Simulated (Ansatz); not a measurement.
# NbH: the cost of one run

Method: DFT PBE, scalar-relativistic, plane waves, PAW, in Ansatz 0.2.0.

### 1 The starting structure

The structure is orthorhombic, space group Pnma (No. 62). Conventional cell: a = 8.442 Å, b = 2.952 Å, c = 3.477 Å, α = 90.00°, β = 90.00°, γ = 90.00°. Nb (site symmetry m) has 3 H at 1.99 to 2.02 Å as nearest neighbours. Around H (site symmetry m) lie 3 Nb at 1.99 to 2.02 Å.

Structure file:

```xyz
8
Lattice="8.4424 0.0000 0.0000 0.0000 2.9516 0.0000 0.0000 0.0000 3.4772" Properties=species:S:1:pos:R:3 pbc="T T T"
Nb    1.0215    0.7379    0.3686
Nb    7.4208    2.2137    3.1086
Nb    3.1997    2.2137    2.1072
Nb    5.2427    0.7379    1.3700
H     7.1929    0.7379    1.7490
H     1.2495    2.2137    1.7282
H     5.4707    2.2137    0.0104
H     2.9717    0.7379    3.4668
```

This is candidate A: GeS type (Pnma, No. 62).

(A quick probe on a coarse mesh, which set the mesh and smearing, is not shown.)

### 3 A loose first relaxation (candidate A)

input.yaml reads:

```yaml
crystal:
  lattice:
    - [8.4423627667, 0.0, 0.0]
    - [0.0, 2.9515923466, 0.0]
    - [0.0, 0.0, 3.4772183809]
  atoms:
    - { symbol: Nb, position: [0.121, 0.25, 0.106] }
    - { symbol: Nb, position: [0.879, 0.75, 0.894] }
    - { symbol: Nb, position: [0.379, 0.75, 0.606] }
    - { symbol: Nb, position: [0.621, 0.25, 0.394] }
    - { symbol: H, position: [0.852, 0.25, 0.503] }
    - { symbol: H, position: [0.148, 0.75, 0.497] }
    - { symbol: H, position: [0.648, 0.75, 0.003] }
    - { symbol: H, position: [0.352, 0.25, 0.997] }
basis:
  ecutwfc: 420
kpoints:
  mp_grid: { grid: [2, 6, 6] }
hamiltonian:
  xc: pbe
scf:
  occupations: { method: gaussian, width: 0.1 }
  lower_state_search: "off"
output:
  forces: true
  stress: true
  eigenvalues: true
relax:
  adjacent_minimum: "off"
  f_tol: 0.04
  max_steps: 70
  cell: { stress_tol: 0.4 }
```

Launch:

```
$ ansatz run input.yaml --threads 1 --pin off --max-ram 2560MiB --backend cpu --events-out ev --progress --plain --runs-dir out
```

**Question.** How long does this run take on 1 thread of Intel Xeon Platinum 8375C at 2.90GHz (Ice Lake), shared host, and how much memory does it need?

About 54 s, with a peak of 0.44 GiB.
